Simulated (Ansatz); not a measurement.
Runs of Ansatz 0.2.0 on SrCl2. Symmetry: Fm-3m, No. 225, cubic system. Conventional cell: a = 6.977 Å, b = 6.977 Å, c = 6.977 Å, α = 90.00°, β = 90.00°, γ = 90.00°. Sr (site symmetry m-3m) has 8 Cl at 3.02 Å as nearest neighbours. Cl (site symmetry -43m) is surrounded by 4 Sr at 3.02 Å. 

```tsv
potentials or basis	cutoff (eV)	basis error allowed	gap on the mesh (eV)	pressure (GPa)
all-electron LAPW, inner shells corrected to Dirac's equation	143	0.002 eV/atom	5.18	-1.1
all-electron PAW datasets made for the crystal	220	-	5.18	-1.1
all-electron LAPW, scalar-relativistic	143	0.002 eV/atom	5.18	-1.1
all-electron LAPW, non-relativistic	143	0.002 eV/atom	(a)	-0.9
```

Alike in all rows: task band structure; level PBEsol; no spin polarisation; cell as given; k mesh 7 × 7 × 7; smearing fermi-dirac 0.05 eV.

Task: Fill in the values left out.

Result: (a) 5.37.

Caveats: relativity is left out, which matters for the heavier elements (some runs).

A k mesh can miss the band edges, and the runs leave out spin-orbit coupling on Sr.

The runs don't all hold the same shells in valence.
